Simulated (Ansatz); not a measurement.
# WC: the cost of one run

Program: Ansatz 0.2.0. Level of theory: DFT PBE, plane waves, PAW, scalar-relativistic, no spin polarisation. These are calculated values, not measurements.

The COD cell was measured well above room temperature, so it is larger than a cold one.

### Step 1. Starting point

The cell holds 16 atoms (C8W8): a = 5.999 Å, b = 5.195 Å, c = 5.888 Å, α = 90.00°, β = 90.00°, γ = 90.00°.

Structure file:

```xyz
16
Lattice="-2.9994 -5.1951 0.0000 4.4991 -2.5975 0.0000 0.0000 0.0000 5.8882" Properties=species:S:1:pos:R:3 pbc="T T T"
W     0.0000   -5.1951    0.0000
C     1.4997   -4.3292    1.4720
W     0.0000   -5.1951    2.9441
C     1.4997   -4.3292    4.4161
W    -1.4997   -2.5975    0.0000
C     0.0000   -1.7317    1.4720
W    -1.4997   -2.5975    2.9441
C     0.0000   -1.7317    4.4161
W     1.4997   -2.5975    0.0000
C     2.9994   -1.7317    1.4720
W     1.4997   -2.5975    2.9441
C     2.9994   -1.7317    4.4161
W     0.0000    0.0000    0.0000
C    -1.4997   -4.3292    1.4720
W     0.0000    0.0000    2.9441
C    -1.4997   -4.3292    4.4161
```

### Step 2. Run 1

130 steps of 0.75 fs under a Langevin thermostat at 3500 K.

File input.yaml:

```yaml
crystal:
  lattice:
    - [-2.999378, -5.195075, 0.0]
    - [4.499067, -2.597538, 0.0]
    - [0.0, 0.0, 5.888183]
  atoms:
    - { symbol: W, position: [0.75, 0.5, 0.0] }
    - { symbol: C, position: [0.5, 0.6666667, 0.25] }
    - { symbol: W, position: [0.75, 0.5, 0.5] }
    - { symbol: C, position: [0.5, 0.6666667, 0.75] }
    - { symbol: W, position: [0.5, 0.0, 0.0] }
    - { symbol: C, position: [0.25, 0.1666667, 0.25] }
    - { symbol: W, position: [0.5, 0.0, 0.5] }
    - { symbol: C, position: [0.25, 0.1666667, 0.75] }
    - { symbol: W, position: [0.25, 0.5, 0.0] }
    - { symbol: C, position: [0.0, 0.6666667, 0.25] }
    - { symbol: W, position: [0.25, 0.5, 0.5] }
    - { symbol: C, position: [0.0, 0.6666667, 0.75] }
    - { symbol: W, position: [0.0, 0.0, 0.0] }
    - { symbol: C, position: [0.75, 0.1666667, 0.25] }
    - { symbol: W, position: [0.0, 0.0, 0.5] }
    - { symbol: C, position: [0.75, 0.1666667, 0.75] }
basis:
  ecutwfc: 420.0
kpoints:
  mp_grid: { grid: [3, 3, 3] }
hamiltonian:
  xc: pbe
  pseudopotentials: { kind: paw, azcp: { folder: soft_1 } }
scf:
  occupations: { method: fermi_dirac, width: 0.3 }
  lower_state_search: "off"
md:
  timestep: 0.75
  n_steps: 130
  ensemble: nvt_langevin
  temperature: 3500.0
  initial_velocities: maxwell_boltzmann
  seed: 754333
  friction: 0.02
```

Run with:

```bash
$ ansatz run input.yaml --threads 2 --pin off --max-ram 5120MiB --backend cpu --events-out ev --progress --plain --runs-dir out
```

Q: Estimate wall time and peak memory on 2 threads of Arm Neoverse V1, shared host.

About 25 min, with a peak of 0.64 GiB.
